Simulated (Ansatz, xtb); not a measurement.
## Ligand exchange: C2H5ClSi + C3H9N → C2H7NSi + C3H7Cl

Species: C2H5ClSi `C=C[SiH2]Cl`, singlet; C3H9N (propylamine) `CCCN`, singlet; C2H7NSi `C=C[SiH2]N`, singlet; C3H7Cl (1-chloropropane) `CCCCl`, singlet. The partners trade Cl for NH2: Si–Cl and C–NH2 bonds give way to Si–NH2 and C–Cl.

Shapes, held fixed at every level: PBE0-D4/def2-TZVP. Flexible molecules stand in one conformer, not always the lowest. Programs: Ansatz 0.2.0, xtb 6.7.1. Electronic energies: no zero-point or thermal term.

Estimate ΔE of this reaction.

The highest level, CCSD(T)/CBS estimate, gives ΔE = +31.5 kJ/mol; the levels span +31.4 to +93.1. GFN1-xTB strays far from the other rows. The column of differences is taken from that level and isn't an error. No measured value is set beside it here. The CBS estimate extrapolates MP2 from def2-TZVPP and def2-QZVPP and adds CCSD(T) − MP2 in the triple-zeta set, cores frozen. Times are processor times on shared x86 and Arm servers, and rough.

| level | kind | ΔE (kJ/mol) | less CCSD(T)/CBS estimate | CPU time (sum over the molecules) |
| --- | --- | --- | --- | --- |
| GFN1-xTB | semi-empirical | +93.1 | +61.6 | 0.14 s |
| PBE0-D4/def2-TZVPP | global hybrid | +34.9 | +3.4 | 38 s |
| wB97M-V/def2-TZVPP | range-separated hybrid | +32.0 | +0.5 | 2.3 min |
| wB97X-V/def2-TZVPP | range-separated hybrid | +33.1 | +1.6 | 96 s |
| B2PLYP/def2-TZVPP | double hybrid | +31.4 | -0.1 | 65 s |
| MP2/def2-TZVPP | perturbation theory | +31.9 | +0.4 | – |
| CCSD/def2-TZVPP | coupled cluster or CI | +33.3 | +1.8 | – |
| CCSD(T)/CBS estimate | coupled cluster or CI | +31.5 | 0.0 | 26 min |
